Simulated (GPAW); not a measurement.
# MoS2 in GPAW: reference runs

Reference runs on MoS2: the cell as given.

All numbers are computed with GPAW 26.7.0; they aren't measurements. Logs are shortened: lines on timing, memory, paths and dates and some standing lists are left out, and cuts for length are marked. The log counts tension as positive stress, the text compression.

### 1 Starting point

The cell holds a slab with vacuum, 9 atoms: a = 3.184 Å, b = 3.184 Å, c = 28.387 Å, α = 90.00°, β = 90.00°, γ = 120.00°.

### 2 Single point, PBE

The input, run.py:

```python
from ase import Atoms
from ase.dft.bandgap import bandgap
from ase.io import write
from ase.units import Bohr, GPa
from gpaw import GPAW, PW
from gpaw.elf import elf_from_dft_calculation

atoms = Atoms(['Mo', 'Mo', 'Mo', 'S', 'S', 'S', 'S', 'S', 'S'],
              cell=[[3.1840155185, 0.0, 0.0],
                    [-1.5920077592, 2.757438325, 0.0],
                    [0.0, 0.0, 28.3873198]],
              scaled_positions=[[0.3333333333, 0.6666666667, 0.22816477],
                                [0.3333333333, 0.6666666667, 0.77183523],
                                [0.6666666667, 0.3333333333, 0.0],
                                [0.6666666667, 0.3333333333, 0.17349309],
                                [0.6666666667, 0.3333333333, 0.71718751],
                                [0.3333333333, 0.6666666667, 0.94533412],
                                [0.6666666667, 0.3333333333, 0.28281249],
                                [0.6666666667, 0.3333333333, 0.82650691],
                                [0.3333333333, 0.6666666667, 0.05466588]],
              pbc=True)

calc = GPAW(mode=PW(600),
            xc='PBE',
            kpts={'size': (10, 10, 1), 'gamma': True},
            occupations={'name': 'fermi-dirac', 'width': 0.05},
            nbands=67,
            convergence={'density': 1e-05, 'energy': 1e-05},
            maxiter=150,
            txt='gpaw.txt')
atoms.calc = calc
energy = atoms.get_potential_energy()
forces = atoms.get_forces()
stress = atoms.get_stress()
calc.write('gs.gpw')
write('result.traj', atoms)
print(f'Energy: {energy:.6f} eV')
print('Forces (eV/A):')
print(forces.round(4))
print('Stress (GPa):', (stress / GPa).round(3))
print('Fermi level:', round(calc.get_fermi_level(), 4), 'eV')
print(f'Gap: {bandgap(calc)[0]:.4f} eV, direct: {bandgap(calc, direct=True)[0]:.4f} eV')

# fields on the real-space grid
write('density.cube', atoms, data=calc.get_pseudo_density() * Bohr**3)
write('potential.cube', atoms, data=calc.get_electrostatic_potential())
write('elf.cube', atoms, data=elf_from_dft_calculation(calc).data)
```

Potentials or basis: GPAW PAW data sets (gpaw-data 1.2.1), pw.

Command:

```bash
$ OMP_NUM_THREADS=1 python run.py
```

gpaw.txt:

```text
__  _  _
 | _ |_)|_||  |
 |__||  | ||/\| - 26.7.0

Input parameters:
  mode=PW(ecut=600.0),
  convergence={'density': 1e-05, 'energy': 1e-05},
  kpts=MonkhorstPack(size=(10, 10, 1), gamma=True),
  maxiter=150,
  nbands=67,
  occupations=Occupations(name='fermi-dirac', width=0.05),
  xc=XC(name='PBE')

Diagonalizing LCAO Hamiltonian
Converting LCAO to pw mode

        S

           S

        Mo

           S

           S

        Mo

           S

        S

           Mo

Atoms  # Å, Bohr magnetons
|   | symbol |         x |        y |         z |    initial magnetic moments |
|---|--------|-----------|----------|-----------|-----------------------------|
| 0 |     Mo | -0.000000 | 1.838292 |  6.476986 | ( 0.0000,  0.0000,  0.0000) |
| 1 |     Mo | -0.000000 | 1.838292 | 21.910334 | ( 0.0000,  0.0000,  0.0000) |
| 2 |     Mo |  1.592008 | 0.919146 |  0.000000 | ( 0.0000,  0.0000,  0.0000) |
| 3 |      S |  1.592008 | 0.919146 |  4.925004 | ( 0.0000,  0.0000,  0.0000) |
| 4 |      S |  1.592008 | 0.919146 | 20.359031 | ( 0.0000,  0.0000,  0.0000) |
| 5 |      S | -0.000000 | 1.838292 | 26.835502 | ( 0.0000,  0.0000,  0.0000) |
| 6 |      S |  1.592008 | 0.919146 |  8.028289 | ( 0.0000,  0.0000,  0.0000) |
| 7 |      S |  1.592008 | 0.919146 | 23.462316 | ( 0.0000,  0.0000,  0.0000) |
| 8 |      S | -0.000000 | 1.838292 |  1.551818 | ( 0.0000,  0.0000,  0.0000) |

Unit cell  # Å
| periodic |         x |        y |         z |   lengths |     angles |
|----------|-----------|----------|-----------|-----------|------------|
|      yes |  3.184016 | 0.000000 |  0.000000 |  3.184016 |  90.000000 |
|      yes | -1.592008 | 2.757438 |  0.000000 |  3.184016 |  90.000000 |
|      yes |  0.000000 | 0.000000 | 28.387320 | 28.387320 | 120.000000 |

Number of symmetries: 12
Symmetry operations  # r_c * U_cc + t_c -> r_c
|    | kind |            matrix            |
|----|------|------------------------------|
|  0 |  σ   |  1, 1, 0,  0,-1, 0,  0, 0, 1 |
|  1 |  C2  |  1, 1, 0,  0,-1, 0,  0, 0,-1 |
|  2 |  E   |  1, 0, 0,  0, 1, 0,  0, 0, 1 |
|  3 |  σ   |  1, 0, 0,  0, 1, 0,  0, 0,-1 |
|  4 |  C3  |  0, 1, 0, -1,-1, 0,  0, 0, 1 |
|  5 |  S3  |  0, 1, 0, -1,-1, 0,  0, 0,-1 |
|  6 |  σ   |  0,-1, 0, -1, 0, 0,  0, 0, 1 |
|  7 |  C2  |  0,-1, 0, -1, 0, 0,  0, 0,-1 |
|  8 |  σ   | -1, 0, 0,  1, 1, 0,  0, 0, 1 |
|  9 |  C2  | -1, 0, 0,  1, 1, 0,  0, 0,-1 |
| 10 |  C3  | -1,-1, 0,  1, 0, 0,  0, 0, 1 |
| 11 |  S3  | -1,-1, 0,  1, 0, 0,  0, 0,-1 |

BZ-sampling:
  Number of BZ points: 100
  Number of IBZ points: 14

  Monkhorst-Pack size: [10, 10, 1]
  Monkhorst-Pack shift: [0.05, 0.05, 0.0]

K-points  # in reciprocal-cell coordinates
|     |                                coordinates |     weight |
|-----|--------------------------------------------|------------|
|   0 | (  0.00000000,   0.00000000,   0.00000000) | 0.01000000 |
|   1 | (  0.10000000,   0.00000000,   0.00000000) | 0.06000000 |
|   2 | (  0.20000000,  -0.10000000,   0.00000000) | 0.06000000 |
|   3 | (  0.20000000,   0.00000000,   0.00000000) | 0.06000000 |
|   4 | (  0.30000000,  -0.10000000,   0.00000000) | 0.12000000 |
|   5 | (  0.30000000,   0.00000000,   0.00000000) | 0.06000000 |
|   6 | (  0.40000000,  -0.20000000,   0.00000000) | 0.06000000 |
|   7 | (  0.40000000,  -0.10000000,   0.00000000) | 0.12000000 |
|   8 | (  0.40000000,   0.00000000,   0.00000000) | 0.06000000 |
|   9 | (  0.40000000,   0.30000000,   0.00000000) | 0.06000000 |
| ... |                                            |            |
|  13 | (  0.50000000,   0.50000000,   0.00000000) | 0.03000000 |

Plane wave coefficients: 8373
Cutoff: 600.0 eV

Spin-components: 1 (collinear spins)
Bands:           67
Projectors:      48
Spin-degeneracy: 2
Datatype:        complex128

Parallelization:
  kpt:    1
  domain: 1
  band:   1

Density:
  Valence electrons: 78.0
  Components: 1
  Grid points: [ 18  18 162]
  Charge: 0.0  # |e|

Potential:
  Grid points: [ 18  18 162]

species:
  Mo:
    name:    Molybdenum
    Z:       42.0
    valence: 14
    core:    28
    charge:  0.0  # [|e|]
    compensation charges:
      type: gauss
      rc: 0.38  # [Å]
      lmax: 2
    cutoffs:
      filter: 2.16  # [Å]
      core: 1.42  # [Å]
    projectors
    | kind |    occ | energy [eV] | rcut [Å] |
    |------|--------|-------------|----------|
    |   4s |  2.000 |     -64.307 |    1.238 |
    |   5s |  1.000 |      -4.084 |    1.238 |
    |   4p |  6.000 |     -38.491 |    1.296 |
    |   5p |  0.000 |      -1.044 |    1.296 |
    |   4d |  5.000 |      -3.754 |    1.296 |
    |    d |        |      23.458 |    1.296 |

    Using partial waves for Mo as LCAO basis

  S:
    name:    Sulfur
    Z:       16.0
    valence: 6
    core:    10
    charge:  0.0  # [|e|]
    compensation charges:
      type: gauss
      rc: 0.24  # [Å]
      lmax: 2
    cutoffs:
      filter: 1.77  # [Å]
      core: 1.66  # [Å]
    projectors
    | kind |    occ | energy [eV] | rcut [Å] |
    |------|--------|-------------|----------|
    |   3s |  2.000 |     -17.254 |    0.974 |
    |   3p |  4.000 |      -7.008 |    0.979 |
    |    s |        |       9.957 |    0.974 |
    |    p |        |      20.203 |    0.979 |
    |    d |        |       0.000 |    0.900 |

    Using partial waves for S as LCAO basis

Reference energy: -395547.937280  # eV

eigensolver:
  PPCG
  Converge bands: occupied
  niter=2

density mixing:
  MSR1-Mixer
  Pratt-step length: 0.05
  Maximum mixing coefficient: 0.75
  Old densities: 10
  SVD Regularization: 0.005
  Good broyden scale: 1.0
  Trust region scale: 1.0
  Backstep threshold: 4.0
  History deletion threshold: 6.0
  Fourier metric: weight=20.0, sigma=0.015

occupation numbers:
  Fermi-Dirac:
    width: 0.0500  # eV

poisson solver:
  ecut: 4800.0  # eV

xc functional:
  name: PBE with 2 nearest neighbor stencil

convergence criteria:
- Maximum integral of absolute [dens]ity change: 1e-05 electrons / valence electron
- Maximum [total energy] change in last 3 cyles: 1e-05 eV / valence electron
- Maximum integral of absolute [eigenst]ate change: 4e-08 eV^2 / valence electron
maximum number of iterations: 150

SCF iterations
|iter     | |      energy | eigst |  dens |
|---------|-|-------------|-------|-------|
|iter:   1| |  -70.864635 | +0.59 |       |
|iter:   2| |  -69.555326 | -0.78 | -0.96 |
|iter:   3| |  -66.727554 | -1.06 | -1.05 |
|iter:   4| |  -66.355988 | -1.45 | -1.36 |
|iter:   5| |  -66.574297 | -2.12 | -1.75 |
|iter:   6| |  -66.366196 | -2.37 | -1.78 |
|iter:   7| |  -66.351441 | -2.83 | -2.13 |
|iter:   8| |  -66.341368 | -3.45 | -2.37 |
|iter:   9| |  -66.341276 | -4.54 | -3.05 |
|iter:  10| |  -66.341283c| -5.53 | -3.45 |
|iter:  11| |  -66.341284c| -6.51 | -4.14 |
|iter:  12| |  -66.341284c| -7.50c| -4.65 |
|iter:  13| |  -66.341284c| -7.94c| -5.12c|

Converged in 13 steps
Energy contributions relative to reference atoms: (reference = -395547.937280)

Energy contributions:
  Kinetic:          -3.075472
  Coulomb:         -16.243126
  Zero:             -0.251811
  External:          0.000000
  Xc:              -46.770875
  Entropy:          -0.000000
  Spinorbit:         0.000000
  ----------------------------
  Free energy:     -66.341284
  Extrapolated:    -66.341284

dipole moment: (0.555645, -0.320799, -106.257666)  # |e|*Ang

Fermi level: 3.753
Eigenvalues  # (at kpt = [0.000, 0.000, 0.000])
| band index |      eig [eV] | occ [0-2] |
|------------|---------------|-----------|
|          0 |       -58.197 |     2.000 |
|        ... |               |           |
|         31 |         1.198 |     2.000 |
|         32 |         1.198 |     2.000 |
|         33 |         1.204 |     2.000 |
|         34 |         1.204 |     2.000 |
|         35 |         1.549 |     2.000 |
|         36 |         2.544 |     2.000 |
[... 8 lines left out ...]
|         45 |         5.723 |     0.000 |
|         46 |         5.723 |     0.000 |
|        ... |               |           |
|         66 |        13.556 |     0.000 |

Gap: 1.286 eV
Transition (v -> c):
  (s=0, k=0, n=38, [0.00, 0.00, 0.00]) -> (s=0, k=9, n=39, [0.40, 0.30, 0.00])
Direct/indirect transitions are different
Direct gap: 1.860 eV
Transition at: (s=0, k=9, n=38, [0.40, 0.30, 0.00])

Forces  # eV/Ang
|        x |        y |        z |
|----------|----------|----------|
| -0.00000 | -0.00000 |  0.00479 |  # Mo   0
| -0.00000 | -0.00000 | -0.00479 |  # Mo   1
|  0.00000 |  0.00000 |  0.00000 |  # Mo   2
| -0.00000 |  0.00000 | -0.17611 |  # S    3
| -0.00000 | -0.00000 | -0.22503 |  # S    4
|  0.00000 | -0.00000 | -0.17753 |  # S    5
| -0.00000 | -0.00000 |  0.22503 |  # S    6
|  0.00000 |  0.00000 |  0.17611 |  # S    7
| -0.00000 | -0.00000 |  0.17753 |  # S    8

Stress tensor  # eV/Ang^3
|         x |         y |         z |
|-----------|-----------|-----------|
| -0.003199 |  0.000000 |  0.000000 |
|  0.000000 | -0.003199 |  0.000000 |
|  0.000000 |  0.000000 | -0.009594 |

# Writing to gs.gpw (mode='')
```

Run time: 3.4 min. Hardware: 1 thread of Arm Neoverse V2, shared host; peak memory 0.4 GiB.

Results:

```yaml
Free_energy: -66.3413 eV
Largest_force: 0.225 eV/Å
Band_gap_on_the_k_mesh: 1.29 eV, indirect (least direct gap 1.86 eV)
```

Forces on the atoms (eV/Å):
```
Mo   0.000  0.000  0.005
Mo   0.000  0.000 -0.005
Mo   0.000  0.000  0.000
S    0.000  0.000 -0.176
S    0.000  0.000 -0.225
S    0.000  0.000 -0.178
S    0.000  0.000  0.225
S    0.000  0.000  0.176
S    0.000  0.000  0.178
```

Stress tensor (GPa, compression positive):
```
0.51 0.00 0.00
0.00 0.51 0.00
0.00 0.00 1.54
```

Levels at points of the mesh, in eV from the valence-band top:
| k point | band 36 | band 37 | band 38 | band 39 | band 40 | band 41 | band 42 | band 43 |
| --- | --- | --- | --- | --- | --- | --- | --- | --- |
| (0.00, 0.00, 0.00) | -1.63 | -0.63 | -0.27 | 0.00 | 2.29 | 2.29 | 2.30 | 2.30 |
| (0.50, 0.50, 0.00) | -1.43 | -1.11 | -1.08 | -1.06 | 1.74 | 1.75 | 1.75 | 2.21 |
